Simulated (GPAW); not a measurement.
# CdTe (F-43m) in GPAW: notebook

The runs below take CdTe through single point, with PBE, PBEsol.

Everything below comes from runs of GPAW 26.7.0. Logs are shortened: lines on timing, memory, paths and dates and some standing lists are left out, and cuts for length are marked. The log counts tension as positive stress, the text compression.

**Measured values to compare with.**

From a printed reference work, data compilation, for a bulk crystal of CdTe at 0 K: band gap 1.607 eV.

The results are compared with them further down.

## 1. The structure

Symmetry: F-43m, No. 216, cubic system. The conventional cell has a = 6.410 Å, b = 6.410 Å, c = 6.410 Å, α = 90.00°, β = 90.00°, γ = 90.00°. Te (site symmetry -43m) is surrounded by 4 Cd at 2.78 Å. Cd (site symmetry -43m) has 4 Te at 2.78 Å as nearest neighbours.

## 2. Single point, PBE (volume scaled by 1.04)

Contents of run.py:

```python
from ase.dft.bandgap import bandgap
from ase.io import read, write
from ase.units import GPa
from gpaw import GPAW, PW

atoms = read('CdTe.xyz')

calc = GPAW(mode=PW(450),
            xc='PBE',
            kpts={'size': (6, 6, 6), 'gamma': True},
            occupations={'name': 'fermi-dirac', 'width': 0.01},
            nbands=18,
            convergence={'density': 1e-05, 'energy': 1e-05},
            maxiter=150,
            txt='gpaw.txt')
atoms.calc = calc
energy = atoms.get_potential_energy()
forces = atoms.get_forces()
stress = atoms.get_stress()
calc.write('gs.gpw')
write('result.traj', atoms)
print(f'Energy: {energy:.6f} eV')
print('Forces (eV/A):')
print(forces.round(4))
print('Stress (GPa):', (stress / GPa).round(3))
print('Fermi level:', round(calc.get_fermi_level(), 4), 'eV')
print(f'Gap: {bandgap(calc)[0]:.4f} eV, direct: {bandgap(calc, direct=True)[0]:.4f} eV')
```

Contents of CdTe.xyz:

```xyz
2
Lattice="0.0000000000 3.2471758892 3.2471758892 3.2471758892 0.0000000000 3.2471758892 3.2471758892 3.2471758892 0.0000000000" Properties=species:S:1:pos:R:3 pbc="T T T"
Te     4.8707638338      4.8707638338      4.8707638338
Cd     0.0000000000      0.0000000000      0.0000000000
```

Potentials or basis: GPAW PAW data sets (gpaw-data 1.2.1), pw.

Started as:

```bash
> OMP_NUM_THREADS=1 python run.py
```

gpaw.txt:

```text
__  _  _
 | _ |_)|_||  |
 |__||  | ||/\| - 26.7.0

Input parameters:
  mode=PW(ecut=450.00000000000006),
  convergence={'density': 1e-05, 'energy': 1e-05},
  kpts=MonkhorstPack(size=(6, 6, 6), gamma=True),
  maxiter=150,
  nbands=18,
  occupations=Occupations(name='fermi-dirac', width=0.01),
  xc=XC(name='PBE')

Diagonalizing LCAO Hamiltonian
Converting LCAO to pw mode

                      Te

       Cd

Atoms  # Å, Bohr magnetons
|   | symbol |        x |        y |        z |    initial magnetic moments |
|---|--------|----------|----------|----------|-----------------------------|
| 0 |     Te | 4.870764 | 4.870764 | 4.870764 | ( 0.0000,  0.0000,  0.0000) |
| 1 |     Cd | 0.000000 | 0.000000 | 0.000000 | ( 0.0000,  0.0000,  0.0000) |

Unit cell  # Å
| periodic |        x |        y |        z |  lengths |    angles |
|----------|----------|----------|----------|----------|-----------|
|      yes | 0.000000 | 3.247176 | 3.247176 | 4.592200 | 60.000000 |
|      yes | 3.247176 | 0.000000 | 3.247176 | 4.592200 | 60.000000 |
|      yes | 3.247176 | 3.247176 | 0.000000 | 4.592200 | 60.000000 |

Number of symmetries: 24
Symmetry operations  # r_c * U_cc + t_c -> r_c
|    | kind |            matrix            |
|----|------|------------------------------|
|  0 |  E   |  1, 0, 0,  0, 1, 0,  0, 0, 1 |
|  1 |  σ   |  1, 0, 0,  0, 0, 1,  0, 1, 0 |
|  2 |  σ   |  1, 0,-1,  0, 1,-1,  0, 0,-1 |
|  3 |  C3  |  1, 0,-1,  0, 0,-1,  0, 1,-1 |
|  4 |  C3  |  1,-1, 0,  0,-1, 1,  0,-1, 0 |
|  5 |  σ   |  1,-1, 0,  0,-1, 0,  0,-1, 1 |
|  6 |  σ   |  0, 1, 0,  1, 0, 0,  0, 0, 1 |
|  7 |  C3  |  0, 1, 0,  0, 0, 1,  1, 0, 0 |
|  8 |  C2  |  0, 1,-1,  1, 0,-1,  0, 0,-1 |
|  9 |  S4  |  0, 1,-1,  0, 0,-1,  1, 0,-1 |
| 10 |  C3  |  0, 0, 1,  1, 0, 0,  0, 1, 0 |
| 11 |  σ   |  0, 0, 1,  0, 1, 0,  1, 0, 0 |
| 12 |  S4  |  0, 0,-1,  1, 0,-1,  0, 1,-1 |
| 13 |  C3  |  0, 0,-1,  0, 1,-1,  1, 0,-1 |
| 14 |  S4  |  0,-1, 1,  1,-1, 0,  0,-1, 0 |
| 15 |  C2  |  0,-1, 1,  0,-1, 0,  1,-1, 0 |
| 16 |  C3  |  0,-1, 0,  1,-1, 0,  0,-1, 1 |
| 17 |  S4  |  0,-1, 0,  0,-1, 1,  1,-1, 0 |
| 18 |  S4  | -1, 1, 0, -1, 0, 1, -1, 0, 0 |
| 19 |  C3  | -1, 1, 0, -1, 0, 0, -1, 0, 1 |
| 20 |  C3  | -1, 0, 1, -1, 1, 0, -1, 0, 0 |
| 21 |  S4  | -1, 0, 1, -1, 0, 0, -1, 1, 0 |
| 22 |  σ   | -1, 0, 0, -1, 1, 0, -1, 0, 1 |
| 23 |  C2  | -1, 0, 0, -1, 0, 1, -1, 1, 0 |

BZ-sampling:
  Number of BZ points: 216
  Number of IBZ points: 16

  Monkhorst-Pack size: [6, 6, 6]
  Monkhorst-Pack shift: [0.08333333333333333, 0.08333333333333333, 0.08333333333333333]

K-points  # in reciprocal-cell coordinates
|     |                                coordinates |     weight |
|-----|--------------------------------------------|------------|
|   0 | (  0.00000000,   0.00000000,   0.00000000) | 0.00462963 |
|   1 | (  0.16666667,   0.16666667,   0.00000000) | 0.02777778 |
|   2 | (  0.16666667,   0.16666667,   0.16666667) | 0.03703704 |
|   3 | (  0.33333333,   0.16666667,   0.16666667) | 0.05555556 |
|   4 | (  0.33333333,   0.33333333,  -0.33333333) | 0.05555556 |
|   5 | (  0.33333333,   0.33333333,   0.00000000) | 0.02777778 |
|   6 | (  0.33333333,   0.33333333,   0.16666667) | 0.11111111 |
|   7 | (  0.33333333,   0.33333333,   0.33333333) | 0.03703704 |
|   8 | (  0.50000000,   0.33333333,  -0.33333333) | 0.11111111 |
|   9 | (  0.50000000,   0.33333333,  -0.16666667) | 0.05555556 |
| ... |                                            |            |
|  15 | (  0.50000000,   0.50000000,   0.50000000) | 0.01851852 |

Plane wave coefficients: 1524
Cutoff: 450.00000000000006 eV

Spin-components: 1 (collinear spins)
Bands:           18
Projectors:      11
Spin-degeneracy: 2
Datatype:        complex128

Density:
  Valence electrons: 18.0
  Components: 1
  Grid points: [24 24 24]
  Charge: 0.0  # |e|

Potential:
  Grid points: [24 24 24]

species:
  Te:
    name:    Tellurium
    Z:       52.0
    valence: 6
    core:    46
    charge:  0.0  # [|e|]
    compensation charges:
      type: gauss
      rc: 0.36  # [Å]
      lmax: 2
    cutoffs:
      filter: 2.09  # [Å]
      core: 3.17  # [Å]
    projectors
    | kind |    occ | energy [eV] | rcut [Å] |
    |------|--------|-------------|----------|
    |   5s |  2.000 |     -15.089 |    1.180 |
    |   5p |  4.000 |      -5.955 |    1.196 |
    |    s |        |      12.123 |    1.180 |
    |    p |        |      21.256 |    1.196 |
    |    d |        |       0.000 |    1.238 |

    Using partial waves for Te as LCAO basis

  Cd:
    name:    Cadmium
    Z:       48.0
    valence: 12
    core:    36
    charge:  0.0  # [|e|]
    compensation charges:
      type: gauss
      rc: 0.38  # [Å]
      lmax: 2
    cutoffs:
      filter: 2.12  # [Å]
      core: 2.62  # [Å]
    projectors
    | kind |    occ | energy [eV] | rcut [Å] |
    |------|--------|-------------|----------|
    |   5s |  2.000 |      -5.655 |    1.191 |
    |   5p |  0.000 |      -1.186 |    1.228 |
    |   4d | 10.000 |     -11.739 |    1.164 |
    |    s |        |      21.556 |    1.191 |
    |    p |        |      26.026 |    1.228 |
    |    d |        |      15.473 |    1.164 |

    Using partial waves for Cd as LCAO basis

Reference energy: -336963.801770  # eV

eigensolver:
  PPCG
  Converge bands: occupied
  niter=2

density mixing:
  MSR1-Mixer
  Pratt-step length: 0.05
  Maximum mixing coefficient: 0.75
  Old densities: 10
  SVD Regularization: 0.005
  Good broyden scale: 1.0
  Trust region scale: 1.0
  Backstep threshold: 4.0
  History deletion threshold: 6.0
  Fourier metric: weight=20.0, sigma=0.015

occupation numbers:
  Fermi-Dirac:
    width: 0.0100  # eV

poisson solver:
  ecut: 3600.0000000000005  # eV

xc functional:
  name: PBE with 2 nearest neighbor stencil

convergence criteria:
- Maximum integral of absolute [dens]ity change: 1e-05 electrons / valence electron
- Maximum [total energy] change in last 3 cyles: 1e-05 eV / valence electron
- Maximum integral of absolute [eigenst]ate change: 4e-08 eV^2 / valence electron
maximum number of iterations: 150

SCF iterations
|iter     | |      energy | eigst |  dens |
|---------|-|-------------|-------|-------|
|iter:   1| |   -5.236738 | -0.47 |       |
|iter:   2| |   -5.191301 | -2.39 | -1.25 |
|iter:   3| |   -5.018244 | -1.78 | -1.29 |
|iter:   4| |   -5.017655 | -3.42 | -1.79 |
|iter:   5| |   -5.017317 | -3.85 | -2.25 |
|iter:   6| |   -5.017353 | -5.57 | -2.99 |
|iter:   7| |   -5.017357c| -6.71 | -3.54 |
|iter:   8| |   -5.017357c| -7.98c| -4.57 |
|iter:   9| |   -5.017357c| -8.38c| -5.27c|

Converged in 9 steps
Energy contributions relative to reference atoms: (reference = -336963.801770)

Energy contributions:
  Kinetic:          19.290729
  Coulomb:         -17.697479
  Zero:              0.296072
  External:          0.000000
  Xc:               -6.906680
  Entropy:          -0.000000
  Spinorbit:         0.000000
  ----------------------------
  Free energy:      -5.017357
  Extrapolated:     -5.017357

dipole moment: (-16.852760, -16.852760, -16.852760)  # |e|*Ang

Fermi level: 3.960
Eigenvalues  # (at kpt = [0.000, 0.000, 0.000])
| band index |      eig [eV] | occ [0-2] |
|------------|---------------|-----------|
|          0 |        -7.454 |     2.000 |
|          1 |        -4.547 |     2.000 |
|          2 |        -4.547 |     2.000 |
|          3 |        -4.547 |     2.000 |
|          4 |        -4.289 |     2.000 |
|          5 |        -4.289 |     2.000 |
|          6 |         3.672 |     2.000 |
|          7 |         3.672 |     2.000 |
|          8 |         3.672 |     2.000 |
|          9 |         4.422 |     0.000 |
|         10 |         8.271 |     0.000 |
|         11 |         8.271 |     0.000 |
|         12 |         8.271 |     0.000 |
|         13 |        11.132 |     0.000 |
|         14 |        13.130 |     0.000 |
|         15 |        13.130 |     0.000 |
|         16 |        13.763 |     0.000 |
|         17 |        13.763 |     0.000 |

Gap: 0.750 eV
Transition (v -> c):
  (s=0, k=0, n=8, [0.00, 0.00, 0.00]) -> (s=0, k=0, n=9, [0.00, 0.00, 0.00])
No difference between direct/indirect transitions

Forces  # eV/Ang
|        x |       y |        z |
|----------|---------|----------|
| -0.00000 | 0.00000 | -0.00000 |  # Te   0
|  0.00000 | 0.00000 |  0.00000 |  # Cd   1

Stress tensor  # eV/Ang^3
|         x |         y |         z |
|-----------|-----------|-----------|
| -0.008116 |  0.000000 | -0.000000 |
|  0.000000 | -0.008116 |  0.000000 |
| -0.000000 |  0.000000 | -0.008116 |

# Writing to gs.gpw (mode='')
```

It took 10 s on 1 thread of Arm Neoverse V1, shared host; peak memory 0.15 GiB.

What came out:

```
Free energy            : -5.0174 eV
Pressure               : 1.3 GPa
Band gap on the k mesh : 0.75 eV, direct
```

Levels at points of the mesh, in eV from the valence-band top:
```csv
k point,band 7,band 8,band 9,band 10,band 11,band 12
"(0.00, 0.00, 0.00)",0.00,0.00,0.00,0.75,4.60,4.60
"(0.50, 0.50, 0.00)",-4.28,-1.85,-1.85,2.63,2.68,8.79
"(0.50, 0.50, 0.50)",-4.39,-0.77,-0.77,1.81,5.20,5.20
```

Caveat: the cutoff is short for stress and forces, so pressures can be off by a GPa or more; spin-orbit coupling is left out, which moves the levels of the heavy elements.

## 3. Single point, PBEsol

run.py, as its differences from that of step 2:

```diff
@@ -1,10 +1,20 @@
 from ase.dft.bandgap import bandgap
-from ase.io import read, write
+from ase.io import write
+from ase.spacegroup import crystal
 from ase.units import GPa
-from gpaw import GPAW, PW
+from gpaw import GPAW, PW, setup_paths
 
-atoms = read('CdTe.xyz')
+setup_paths.insert(0, '.')
 
-calc = GPAW(mode=PW(450),
-            xc='PBE',
+# Te 4c
+# Cd 4a
+atoms = crystal(['Te', 'Cd'],
+                basis=[[0.25, 0.25, 0.25],
+                       [0.0, 0.0, 0.0]],
+                spacegroup=216, setting=1,  # F-43m
+                cellpar=[6.41, 6.41, 6.41, 90.0, 90.0, 90.0],
+                primitive_cell=True)
+
+calc = GPAW(mode=PW(500),
+            xc='PBEsol',
             kpts={'size': (6, 6, 6), 'gamma': True},
```

Potentials or basis: PAW data sets generated in the run's folder for this functional, pw.

Started as:

```bash
> gpaw-setup -f PBEsol Cd Te
> OMP_NUM_THREADS=1 python run.py
```

Wall time 15 s (1 thread of Arm Neoverse V1, shared host); peak memory 0.15 GiB.

Results (log left out):

* Free energy: -5.7418 eV
* Pressure: 1.0 GPa
* Band gap on the k mesh: 0.75 eV, direct

Levels at points of the mesh, in eV from the valence-band top:
```
           k point  band 6  band 7  band 8  band 9  band 10  band 11  band 12  band 13
(0.00, 0.00, 0.00)   -8.04    0.00    0.00    0.00     0.75     4.52     4.52     4.52
(0.50, 0.50, 0.00)   -7.52   -4.51   -2.01   -2.01     2.42     2.60     8.88     9.24
(0.50, 0.50, 0.50)   -7.67   -4.67   -0.84   -0.84     1.76     5.13     5.13     6.93
```

Caveat: the cutoff is short for stress and forces, so pressures can be off by a GPa or more; spin-orbit coupling is left out, which moves the levels of the heavy elements.

## 4. Against experiment

Step 3. A measured gap of CdTe is 1.607 eV (0 K; a printed reference work, data compilation); the calculated 0.75 eV misses it by -0.85 eV. Spin-orbit coupling on Cd, Te is left out. The value is that of PBEsol, without temperature or zero-point motion. Semilocal functionals fall short of measured gaps as a rule.
